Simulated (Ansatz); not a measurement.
Band table of K2S

```
K S
1.0
     0.00000    3.69550    3.69550
     3.69550    0.00000    3.69550
     3.69550    3.69550    0.00000
K S
2 1
Direct
  0.25000 0.25000 0.25000
  0.75000 0.75000 0.75000
  0.00000 0.00000 0.00000
```

Atom numbers follow the list: K1, K2, S3.

The cell is COD entry 1011375, as deposited and not checked against the literature; nothing was relaxed.

All numbers below come from DFT, PBE, all-electron LAPW, scalar-relativistic (Ansatz 0.2.0).

Settings: a Γ-centred 7×7×7 k mesh, Fermi–Dirac smearing of 0.01 eV, basis error target 0.5 meV/atom, no spin polarisation.

Path points, in fractions of the reciprocal vectors: Γ (0.000, 0.000, 0.000), X (0.500, 0.000, 0.500), U (0.625, 0.250, 0.625), K (0.375, 0.375, 0.750), L (0.500, 0.500, 0.500), W (0.500, 0.250, 0.750). Levels in eV from the valence-band top; bands 7 to 18, counted from the lowest band of the run. The gap is 2.39 eV, indirect from X (0.5, 0, 0.5) to Γ.

```
# k(1/Å) point b7 b8 b9 b10 b11 b12 b13 b14 b15 b16 b17 b18
0.000 Γ -12.80 -12.80 -12.80 -12.56 -12.56 -12.56 -9.62 -0.20 -0.20 -0.20 2.39 5.47
0.106 - -12.81 -12.81 -12.79 -12.58 -12.56 -12.56 -9.61 -0.25 -0.19 -0.19 2.51 5.44
0.213 - -12.81 -12.81 -12.76 -12.63 -12.56 -12.56 -9.58 -0.36 -0.17 -0.17 2.83 5.35
0.319 - -12.82 -12.82 -12.71 -12.71 -12.55 -12.55 -9.53 -0.48 -0.14 -0.14 3.26 5.17
0.425 - -12.83 -12.83 -12.80 -12.65 -12.54 -12.54 -9.48 -0.59 -0.10 -0.10 3.69 5.01
0.531 - -12.88 -12.85 -12.85 -12.59 -12.54 -12.54 -9.44 -0.67 -0.06 -0.06 3.84 5.18
0.638 - -12.95 -12.86 -12.86 -12.54 -12.53 -12.53 -9.40 -0.72 -0.03 -0.03 3.71 5.62
0.744 - -12.99 -12.86 -12.86 -12.53 -12.53 -12.50 -9.38 -0.74 -0.01 -0.01 3.57 5.38
0.850 X -13.01 -12.87 -12.87 -12.52 -12.52 -12.49 -9.37 -0.75 0.00 0.00 3.51 5.30
0.888 - -13.01 -12.87 -12.86 -12.53 -12.52 -12.49 -9.37 -0.75 0.00 0.00 3.52 5.31
0.925 - -13.01 -12.86 -12.86 -12.53 -12.53 -12.49 -9.37 -0.74 -0.02 0.00 3.53 5.32
0.963 - -13.01 -12.86 -12.86 -12.53 -12.53 -12.49 -9.37 -0.72 -0.03 0.00 3.55 5.33
1.000 - -13.00 -12.86 -12.85 -12.54 -12.54 -12.49 -9.37 -0.70 -0.06 0.00 3.57 5.36
1.038 - -13.00 -12.86 -12.85 -12.55 -12.54 -12.50 -9.37 -0.67 -0.09 -0.01 3.60 5.38
1.076 - -13.00 -12.85 -12.84 -12.55 -12.55 -12.50 -9.37 -0.63 -0.13 -0.01 3.64 5.41
1.113 - -12.99 -12.85 -12.83 -12.56 -12.56 -12.50 -9.37 -0.59 -0.16 -0.01 3.69 5.44
1.151 U -12.98 -12.84 -12.82 -12.58 -12.57 -12.50 -9.37 -0.55 -0.21 -0.02 3.74 5.47
1.216 - -12.98 -12.85 -12.80 -12.60 -12.56 -12.50 -9.37 -0.53 -0.23 -0.02 3.77 5.49
1.281 - -12.97 -12.86 -12.77 -12.63 -12.54 -12.51 -9.37 -0.49 -0.27 -0.02 3.79 5.55
1.346 - -12.97 -12.87 -12.74 -12.66 -12.53 -12.51 -9.37 -0.45 -0.31 -0.02 3.81 5.64
1.411 - -12.97 -12.88 -12.70 -12.70 -12.52 -12.52 -9.37 -0.42 -0.34 -0.02 3.82 5.71
1.476 - -12.97 -12.87 -12.74 -12.66 -12.53 -12.51 -9.37 -0.45 -0.31 -0.02 3.81 5.64
1.541 - -12.97 -12.86 -12.77 -12.63 -12.54 -12.51 -9.37 -0.49 -0.27 -0.02 3.79 5.55
1.606 - -12.98 -12.85 -12.80 -12.60 -12.56 -12.50 -9.37 -0.53 -0.23 -0.02 3.77 5.49
1.671 K -12.98 -12.84 -12.82 -12.58 -12.57 -12.50 -9.37 -0.55 -0.21 -0.02 3.74 5.47
1.784 - -12.96 -12.82 -12.79 -12.61 -12.60 -12.51 -9.38 -0.42 -0.33 -0.03 3.91 5.49
1.897 - -12.92 -12.79 -12.75 -12.66 -12.64 -12.52 -9.40 -0.44 -0.30 -0.05 4.08 5.42
2.009 - -12.89 -12.75 -12.70 -12.70 -12.68 -12.53 -9.43 -0.51 -0.20 -0.08 4.09 5.33
2.122 - -12.85 -12.73 -12.72 -12.71 -12.66 -12.54 -9.47 -0.51 -0.16 -0.12 3.80 5.40
2.235 - -12.83 -12.76 -12.75 -12.66 -12.62 -12.55 -9.52 -0.46 -0.15 -0.15 3.33 5.48
2.348 - -12.81 -12.79 -12.78 -12.61 -12.59 -12.56 -9.57 -0.35 -0.18 -0.17 2.87 5.46
2.460 - -12.81 -12.80 -12.80 -12.57 -12.57 -12.56 -9.61 -0.25 -0.20 -0.19 2.52 5.46
2.573 Γ -12.80 -12.80 -12.80 -12.56 -12.56 -12.56 -9.62 -0.20 -0.20 -0.20 2.39 5.47
2.665 - -12.80 -12.80 -12.80 -12.57 -12.56 -12.56 -9.61 -0.23 -0.20 -0.20 2.48 5.47
2.757 - -12.80 -12.79 -12.79 -12.59 -12.57 -12.57 -9.59 -0.31 -0.18 -0.18 2.72 5.49
2.849 - -12.80 -12.79 -12.79 -12.62 -12.58 -12.58 -9.55 -0.41 -0.16 -0.16 3.06 5.52
2.941 - -12.79 -12.77 -12.77 -12.65 -12.60 -12.60 -9.51 -0.49 -0.14 -0.14 3.45 5.58
3.033 - -12.79 -12.76 -12.76 -12.67 -12.62 -12.62 -9.47 -0.55 -0.11 -0.11 3.84 5.65
3.125 - -12.79 -12.74 -12.74 -12.69 -12.64 -12.64 -9.44 -0.59 -0.09 -0.09 4.19 5.68
3.217 - -12.79 -12.71 -12.71 -12.71 -12.67 -12.67 -9.42 -0.61 -0.07 -0.07 4.51 5.29
3.309 L -12.79 -12.71 -12.70 -12.70 -12.69 -12.69 -9.42 -0.62 -0.07 -0.07 4.73 5.04
3.384 - -12.81 -12.74 -12.70 -12.70 -12.66 -12.66 -9.41 -0.61 -0.08 -0.07 4.66 5.08
3.459 - -12.84 -12.77 -12.71 -12.70 -12.63 -12.62 -9.41 -0.59 -0.12 -0.06 4.49 5.18
3.535 - -12.88 -12.80 -12.71 -12.70 -12.60 -12.59 -9.40 -0.55 -0.17 -0.05 4.29 5.32
3.610 - -12.91 -12.83 -12.70 -12.70 -12.57 -12.56 -9.39 -0.50 -0.23 -0.04 4.10 5.48
3.685 - -12.94 -12.86 -12.70 -12.70 -12.54 -12.54 -9.38 -0.46 -0.29 -0.03 3.94 5.62
3.760 - -12.97 -12.88 -12.70 -12.70 -12.52 -12.52 -9.37 -0.42 -0.34 -0.02 3.82 5.71
3.835 - -12.98 -12.89 -12.70 -12.70 -12.51 -12.51 -9.37 -0.39 -0.37 -0.02 3.75 5.76
3.910 W -12.98 -12.89 -12.70 -12.70 -12.51 -12.51 -9.37 -0.38 -0.38 -0.02 3.72 5.77
3.963 - -12.99 -12.89 -12.73 -12.67 -12.51 -12.51 -9.37 -0.46 -0.31 -0.01 3.71 5.67
4.017 - -12.99 -12.89 -12.76 -12.63 -12.51 -12.50 -9.37 -0.52 -0.24 -0.01 3.69 5.57
4.070 - -12.99 -12.88 -12.79 -12.60 -12.52 -12.50 -9.37 -0.59 -0.17 -0.01 3.65 5.49
4.123 - -13.00 -12.88 -12.82 -12.58 -12.52 -12.50 -9.37 -0.64 -0.11 -0.01 3.61 5.42
4.176 - -13.00 -12.87 -12.84 -12.55 -12.52 -12.50 -9.37 -0.69 -0.07 0.00 3.57 5.37
4.229 - -13.01 -12.87 -12.85 -12.54 -12.52 -12.49 -9.37 -0.72 -0.03 0.00 3.54 5.33
4.282 - -13.01 -12.87 -12.86 -12.53 -12.52 -12.49 -9.37 -0.74 -0.01 0.00 3.52 5.31
4.335 X -13.01 -12.87 -12.87 -12.52 -12.52 -12.49 -9.37 -0.75 0.00 0.00 3.51 5.30
```
